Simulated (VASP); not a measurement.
# TaC (Fm-3m) in VASP: notebook

The runs below take TaC through relaxation of the atoms, with PBE.

Everything below comes from runs of VASP 6.6.1. Logs are shortened: lines on timing, memory, paths and dates and some standing lists are left out, and cuts for length are marked.

## 1. Starting point

Symmetry: Fm-3m, No. 225, cubic system. Conventional cell: a = 4.478 Å, b = 4.478 Å, c = 4.478 Å, α = 90.00°, β = 90.00°, γ = 90.00°. Ta (site symmetry m-3m) is surrounded by 6 C at 2.24 Å. C (site symmetry m-3m) has 6 Ta at 2.24 Å as nearest neighbours.

## 2. Relaxation of the atoms, PBE

INCAR

```
SYSTEM = TaC
  PREC = Accurate
  ENCUT = 600
  EDIFF = 1E-7
  ISMEAR = 1
  SIGMA = 0.1
  LREAL = .FALSE.
  LASPH = .TRUE.
  NELM = 80
  ALGO = Fast
  ISIF = 2
  LWAVE = .FALSE.
  LCHARG = .FALSE.
  GGA = PE
  IBRION = 2
  NSW = 40
  EDIFFG = -0.01
```

KPOINTS

```
regular mesh
0
G
  14 14 14
  0 0 0
```

POSCAR

```
TaC                                     
1.0
    0.0000000000      2.2391112413      2.2391112413
    2.2391112413     -0.0000000000      2.2391112413
    2.2391112413      2.2391112413      0.0000000000
  Ta              C             
     1     1
Direct
     0.0000000000000000    0.0000000000000000    0.0000000000000000
     0.5000000000000000    0.5000000000000000    0.5000000000000000
```

Potentials or basis: VASP PAW PBE potentials, release 64 (Ta_pv, C).

Run with:

```console
$ cat potpaw_PBE.64/Ta_pv/POTCAR potpaw_PBE.64/C/POTCAR > POTCAR
$ mpirun -np 1 vasp_std > vasp.out
```

OUTCAR:

```text
SYSTEM = TaC
   PREC = Accurate
   ENCUT = 600
   EDIFF = 1E-7
   ISMEAR = 1
   LREAL = .FALSE.
   LASPH = .TRUE.
   NELM = 80
   ISIF = 2
   GGA = PE
   IBRION = 2
   NSW = 40
   EDIFFG = -0.01

 ion  position               nearest neighbor table
   1  0.000  0.000  0.000-   2 2.24   2 2.24   2 2.24   2 2.24   2 2.24   2 2.24
   2  0.500  0.500  0.500-   1 2.24   1 2.24   1 2.24   1 2.24   1 2.24   1 2.24

  LATTYP: Found a face centered cubic cell.
 ALAT       =     4.4782224826

  Lattice vectors:

 A1 = (   0.0000000000,   2.2391112413,   2.2391112413)
 A2 = (   2.2391112413,   0.0000000000,   2.2391112413)
 A3 = (   2.2391112413,   2.2391112413,   0.0000000000)

Analysis of symmetry for initial positions (statically):
=====================================================================
 Subroutine PRICEL returns:
 Original cell was already a primitive cell.

 Routine SETGRP: Setting up the symmetry group for a
 face centered cubic supercell.

 Subroutine GETGRP returns: Found 48 space group operations
 (whereof 48 operations were pure point group operations)
 out of a pool of 48 trial point group operations.

The static configuration has the point symmetry O_h .

Analysis of symmetry for dynamics (positions and initial velocities):
=====================================================================
 Subroutine PRICEL returns:
 Original cell was already a primitive cell.

 Routine SETGRP: Setting up the symmetry group for a
 face centered cubic supercell.

 Subroutine GETGRP returns: Found 48 space group operations
 (whereof 48 operations were pure point group operations)
 out of a pool of 48 trial point group operations.

The dynamic configuration has the point symmetry O_h .

 Subroutine INISYM returns: Found 48 space group operations
 (whereof 48 operations are pure point group operations),
 and found     1 'primitive' translations

----------------------------------------------------------------------------------------

                                     Primitive cell

  volume of cell :      22.4521

  direct lattice vectors                    reciprocal lattice vectors
     0.000000000  2.239111241  2.239111241    -0.223302885  0.223302885  0.223302885
     2.239111241  0.000000000  2.239111241     0.223302885 -0.223302885  0.223302885
     2.239111241  2.239111241  0.000000000     0.223302885  0.223302885 -0.223302885

  length of vectors
     3.166581485  3.166581485  3.166581485     0.386771942  0.386771942  0.386771942

  position of ions in fractional coordinates (direct lattice)
     0.000000000  0.000000000  0.000000000
     0.500000000  0.500000000  0.500000000

  ion indices of the primitive-cell ions
   primitive index   ion index
                 1           1
                 2           2

----------------------------------------------------------------------------------------

 KPOINTS: regular mesh

Automatic generation of k-mesh.
 Grid dimensions read from file:
 generate k-points for:   14   14   14

 Generating k-lattice:

  Cartesian coordinates                     Fractional coordinates (reciprocal lattice)
    -0.015950206  0.015950206  0.015950206     0.071428571  0.000000000  0.000000000
     0.015950206 -0.015950206  0.015950206     0.000000000  0.071428571  0.000000000
     0.015950206  0.015950206 -0.015950206     0.000000000  0.000000000  0.071428571

  Length of vectors
     0.027626567  0.027626567  0.027626567

  Shift w.r.t. Gamma in fractional coordinates (k-lattice)
     0.000000000  0.000000000  0.000000000

 Subroutine IBZKPT returns following result:
 ===========================================

 Found    104 irreducible k-points:

 Following reciprocal coordinates:
            Coordinates               Weight
  0.000000  0.000000  0.000000      1.000000
  0.071429  0.000000  0.000000      8.000000
  0.142857  0.000000  0.000000      8.000000
  0.214286  0.000000  0.000000      8.000000
  0.285714  0.000000  0.000000      8.000000
  0.357143  0.000000  0.000000      8.000000
[... 16 lines left out ...]
  0.214286  0.142857  0.000000     24.000000
  0.285714  0.142857  0.000000     24.000000
 [... further k-points ...]
   k-points           NKPTS =    104   k-points in BZ     NKDIM =    104   number of bands    NBANDS=     11
   number of dos      NEDOS =    301   number of ions     NIONS =      2
   total plane-waves  NPLWV =  21952
   dimension x,y,z NGX =    28 NGY =   28 NGZ =   28
   dimension x,y,z NGXF=    56 NGYF=   56 NGZF=   56
   ions per type =               1   1
   NGX,Y,Z   is equivalent  to a cutoff of  14.70, 14.70, 14.70 a.u.
   NGXF,Y,Z  is equivalent  to a cutoff of  29.40, 29.40, 29.40 a.u.
 SYSTEM =  TaC
   PREC   = accura    normal or accurate (medium, high low for compatibility)
   ISTART =      0    job   : 0-new  1-cont  2-samecut
   ICHARG =      2    charge: 1-file 2-atom 10-const
   ISPIN  =      1    spin polarized calculation?
   LNONCOLLINEAR =      F non collinear calculations
   LSORBIT =      F    spin-orbit coupling
   LASPH  =      T    aspherical Exc in radial PAW
   ENCUT  =  600.0 eV  44.10 Ry    6.64 a.u.   6.32  6.32  6.32*2*pi/ulx,y,z
   NELM   =     80;   NELMIN=  2; NELMDL= -5     # of ELM steps
   EDIFF  = 0.1E-06   stopping-criterion for ELM
   LREAL  =      F    real-space projection
   EDIFFG = -.1E-01   stopping-criterion for IOM
   NSW    =     40    number of steps for IOM
   IBRION =      2    ionic relax: 0-MD 1-quasi-New 2-CG
   NFREE  =      1    steps in history (QN), initial steepest desc. (CG)
   ISIF   =      2    stress and relaxation
   ISYM   =      2    0-nonsym 1-usesym 2-fastsym
   POTIM  = 0.5000    time-step for ionic-motion
   TEBEG  =    0.0;   TEEND  =   0.0 temperature during run
   PSTRESS=    0.0 pullay stress
   NELECT =      15.0000    total number of electrons
   NUPDOWN=      -1.0000    fix difference up-down
   EMIN   =  10.00;   EMAX   =-10.00  energy-range for DOS
   EFERMI =   0.00;   METHOD = LEGACY
   ISMEAR =     1;   SIGMA  =   0.10  broadening in eV -4-tet -1-fermi 0-gaus
   EFERMI_NEDOS =   21; number of points for ismear=-14 and -15
   IALGO  =     68    algorithm
   IMIX   =      4    mixing-type and parameters
     AMIX     =   0.40;   BMIX     =  1.00
     AMIX_MAG =   1.60;   BMIX_MAG =  1.00
  volume/ion in A,a.u.               =      11.23        75.76
  Fermi-wavevector in a.u.,A,eV,Ry     =   1.431154  2.704488 27.867461  2.048201
  Thomas-Fermi vector in A             =   2.550921
   LORBIT       =      0    0 simple, 1 ext, 2 COOP (PROOUT), +10 PAW based schemes
   GGA     = PE    functional components
   LHFCALC =     F    Hartree Fock is set to
   AEXX    =    0.0000 exact exchange contribution
   IVDW    =     0    specifies the selected vdW correction
   LEPSILON=     F    determine dielectric tensor
   LRPA    =     F    only Hartree local field effects (RPA)
 conjugate gradient relaxation of ions
 non-spin polarized calculation
 RMM-DIIS sequential band-by-band and
 Methfessel and Paxton  Order N= 1 SIGMA  =   0.10
  energy-cutoff  :      600.00
  volume of cell :       22.45
 maximum number of plane-waves:       760
 NGX is ok and might be reduce to    28
   NGX = 13   NGY = 13   NGZ = 13

 number of electron      15.0000001 magnetization

 Free energy of the ion-electron system (eV)
  ---------------------------------------------------
  ext. energy  EPLUGINS =         0.00000000
  ---------------------------------------------------
  free energy    TOTEN  =       -22.19861521 eV

  energy without entropy =      -22.19805391  energy(sigma->0) =      -22.19842811

 E-fermi :   8.3348     XC(G=0): -13.1214

 val. band max:        8.3191374847   @ k =  -0.2143   0.1429   0.0000
 cond. band min:       8.3632422432   @ k =   0.1429   0.0714   0.0000
 fundamental gap:      0.0441047586
 Fermi energy:         8.3348250335

 k-point     1 :       0.0000    0.0000    0.0000
  band No.  band energies     occupation
      1     -26.8669      2.00000
      2     -26.8669      2.00000
      3     -26.8669      2.00000
      4      -6.4756      2.00000
      5       6.9379      2.00000
      6       6.9379      2.00000
      7       6.9379      2.00000
      8       7.7598      2.00000
      9       7.7598      2.00000
     10       7.7598      2.00000
     11       8.8804     -0.00000

 k-point     2 :       0.0714    0.0000    0.0000
  band No.  band energies     occupation
      1     -26.9022      2.00000
      2     -26.8704      2.00000
      3     -26.8704      2.00000
      4      -6.3347      2.00000
      5       6.2015      2.00000
      6       6.5702      2.00000
      7       6.5702      2.00000
      8       7.4068      2.00000
      9       7.4068      2.00000
     10       8.1895      2.05935
     11       9.8821     -0.00000

 k-point     3 :       0.1429    0.0000    0.0000
  band No.  band energies     occupation
      1     -27.0000      2.00000
      2     -26.8804      2.00000
      3     -26.8804      2.00000
      4      -5.9260      2.00000
      5       4.9921      2.00000
      6       5.5529      2.00000
      7       5.5529      2.00000
      8       7.6988      2.00000
      9       7.6988      2.00000
     10       8.6344     -0.00019
     11      11.4317      0.00000
[... 267 lines left out ...]
 k-point    23 :       0.2143    0.1429    0.0000
  band No.  band energies     occupation
      1     -27.0795      2.00000
      2     -26.9329      2.00000
      3     -26.9257      2.00000
      4      -5.3550      2.00000
      5       3.3311      2.00000
      6       5.1497      2.00000
      7       5.6350      2.00000
      8       6.5222      2.00000
      9       9.2393     -0.00000
     10      10.1212     -0.00000
     11      10.8051      0.00000

 k-point    24 :       0.2857    0.1429    0.0000
  band No.  band energies     occupation
      1     -27.2026      2.00000
      2     -26.9527      2.00000
      3     -26.9418      2.00000
      4      -4.7562      2.00000
      5       2.5381      2.00000
      6       4.2781      2.00000
      7       4.9566      2.00000
      8       7.0509      2.00000
      9       9.7357     -0.00000
     10      10.5294      0.00000
     11      12.1942      0.00000

 [... further k-points ...]

------------------------ aborting loop because EDIFF is reached ----------------------------------------

  FORCE on cell =-STRESS in cart. coord.  units (eV):
  Direction    XX          YY          ZZ          XY          YZ          ZX
  --------------------------------------------------------------------------------------
  -------------------------------------------------------------------------------------
  Total        0.0017698      0.0017698      0.0017698      0.0000000     -0.0000000     -0.0000000
  in kB        0.1262897      0.1262897      0.1262897      0.0000000     -0.0000000     -0.0000000
  external PRESSURE =       0.1262897 kB  Pullay stress =       0.0000000 kB

 VOLUME and BASIS-vectors are now :
 -----------------------------------------------------------------------------
  energy-cutoff  :      600.00
  volume of cell :       22.45
      direct lattice vectors                 reciprocal lattice vectors
     0.000000000  2.239111241  2.239111241    -0.223302885  0.223302885  0.223302885
     2.239111241  0.000000000  2.239111241     0.223302885 -0.223302885  0.223302885
     2.239111241  2.239111241  0.000000000     0.223302885  0.223302885 -0.223302885

 POSITION                                       TOTAL-FORCE (eV/Angst)
 -----------------------------------------------------------------------------------
      0.00000      0.00000      0.00000        -0.000000      0.000000     -0.000000
      2.23911      2.23911      2.23911         0.000000     -0.000000      0.000000
 -----------------------------------------------------------------------------------
    total drift:                                0.000000      0.000000      0.000000

  FREE ENERGIE OF THE ION-ELECTRON SYSTEM (eV)
  ---------------------------------------------------
  free  energy   TOTEN  =       -22.1986152100 eV

  energy  without entropy=      -22.1980539122  energy(sigma->0) =      -22.19842811

 reached required accuracy - stopping structural energy minimisation
```

Run time: 45 s. Hardware: 1 thread of Intel Xeon Platinum 8259CL at 2.50GHz (Skylake/Cascade Lake), shared host; peak memory 0.18 GiB.

Results:

```yaml
Free_energy: -22.1986 eV
Pressure_after_relaxing: 0.0 GPa
Band_gap_on_the_k_mesh: none (metal or under the smearing width)
```

Final structure:
```xyz
2
Lattice="0.0000 2.2391 2.2391 2.2391 0.0000 2.2391 2.2391 2.2391 0.0000" Properties=species:S:1:pos:R:3 pbc="T T T"
Ta    0.0000    0.0000    0.0000
C     2.2391    2.2391    2.2391
```

Caveat: the relaxation stopped at its first step, so nothing moved.

## 3. Relaxation of the atoms, PBE (a relaxed cell with its volume scaled by 1.02)

INCAR is that of step 2.

KPOINTS is that of step 2.

POSCAR

```
TaC                                     
1.0
    0.0000000000      2.2539402247      2.2539402247
    2.2539402247     -0.0000000000      2.2539402247
    2.2539402247      2.2539402247      0.0000000000
  Ta              C             
     1     1
Direct
     0.0000000000000000    0.0000000000000000    0.0000000000000000
     0.5000000000000000    0.5000000000000000    0.5000000000000000
```

Potentials or basis: VASP PAW PBE potentials, release 64 (Ta_pv, C).

Run with:

```console
$ cat potpaw_PBE.64/Ta_pv/POTCAR potpaw_PBE.64/C/POTCAR > POTCAR
$ mpirun -np 1 vasp_std > vasp.out
```

Run time: 42 s. Hardware: 1 thread of Intel Xeon Platinum 8259CL at 2.50GHz (Skylake/Cascade Lake), shared host; peak memory 0.18 GiB.

The run converged. Its results:

- Free energy: -22.1903 eV
- Pressure after relaxing: -6.2 GPa
- Band gap on the k mesh: none (metal or under the smearing width)

Final structure:
```
CELL_PARAMETERS angstrom
0.00000 2.25394 2.25394
2.25394 0.00000 2.25394
2.25394 2.25394 0.00000
ATOMIC_POSITIONS crystal
Ta 0.00000 0.00000 0.00000
C 0.50000 0.50000 0.50000
```

Levels at points of the mesh, in eV from the Fermi level:
| k point | band 6 | band 7 | band 8 | band 9 | band 10 | band 11 |
| --- | --- | --- | --- | --- | --- | --- |
| (0.00, 0.00, 0.00) | -1.36 | -1.36 | -0.56 | -0.56 | -0.56 | 0.53 |
| (0.50, 0.00, 0.00) | -5.39 | -5.39 | 2.49 | 2.49 | 3.42 | 5.19 |
| (0.50, 0.50, 0.00) | -4.44 | -1.86 | -1.86 | 2.38 | 3.79 | 3.79 |

Caveat: the relaxation stopped at its first step, so nothing moved.

(Part 1 of 2 ends here.)
